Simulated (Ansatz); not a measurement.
CoPt:
Space group P4/mmm (No. 123); a = 2.6934 Å, b = 2.6934 Å, c = 3.7268 Å, α = 90.00°, β = 90.00°, γ = 90.00°

```
atom  site  symmetry       x       y       z
----  ----  --------  ------  ------  ------
Co      1a     4/mmm  0.0000  0.0000  0.0000
Pt      1d     4/mmm  0.5000  0.5000  0.5000
```
The run is spin-polarised.

Relaxed at zero pressure with the program Ansatz at the PBE level (PAW).

**Question.** The volume is raised by 9 % and shape and atoms relax at that volume. What pressure results, and how do the axes share the change?

**Answer.** -14.9 GPa; a 2.7 %, b 2.7 %, c 3.4 %; the energy rises by 62 meV/atom.

**Question.** Give the new structure.

**Answer.** 
Space group P4/mmm (No. 123); a = 2.765 Å, b = 2.765 Å, c = 3.854 Å, α = 90.00°, β = 90.00°, γ = 90.00°

```tsv
atom	site	symmetry	x	y	z
Co	1a	4/mmm	0.0000	0.0000	0.0000
Pt	1d	4/mmm	0.5000	0.5000	0.5000
```

The phase is kept; no other phase was compared at this pressure.

Symmetry was held in the PBE relaxation. Magnetic state: ferromagnetic, chosen from 5 collinear starts compared on coarse meshes (ties went to the first, and starts can fall back to one state), not a proven ground state. Textbook magnetic order: ferromagnetic. Axis ratios of metals converge slowly with the k-mesh, so a and c are less sure than the volume. Scalar-relativistic: spin–orbit coupling is off unless named, which matters more the heavier the elements.

Potentials: the later of the program's two PAW sets.
